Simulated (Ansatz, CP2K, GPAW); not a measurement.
## One calculation of HfC, 3 ways

```
Hf C
1.0
     3.28805    0.00000    0.00000
     1.64402    2.84753    0.00000
     1.64402    0.94918    2.68468
Hf C
1 1
Direct
  0.50000 0.50000 0.50000
  0.00000 0.00000 0.00000
```

Alike in all runs: task single point; functional PBEsol; k mesh 10 × 10 × 10; occupations gaussian, width 0.1 eV; no spin polarisation; no spin-orbit coupling. Pressure is positive in compression and, in plane waves, holds the error of the finite cutoff.

```tsv
program and potentials	plane-wave cutoff (eV)	notes	band gap (eV)	pressure (GPa)
GPAW, PAW data sets generated for this functional	800	-	no gap	-5.32
CP2K, POTENTIAL_UZH Hf GTH-PBE-q12, C GTH-PBE-q4; TZVP-MOLOPT-PBE-GTH basis	-	atomic basis; potentials made for PBE	no gap	-6.49
Ansatz, all-electron LAPW, scalar-relativistic	-	-	no gap	-6.48
```

None finds a gap. The pressure spans -6.49 (CP2K, POTENTIAL_UZH Hf GTH-PBE-q12, C GTH-PBE-q4; TZVP-MOLOPT-PBE-GTH basis) to -5.32 GPa (GPAW, PAW data sets generated for this functional), with all-electron results at -6.48. Rows in atomic bases carry the error of their basis and grid, which can be large.

Differences between rows come from potentials, basis sets and numerical settings, since the functional is the same but for its coding. Runs on potential files found faulty are left out.
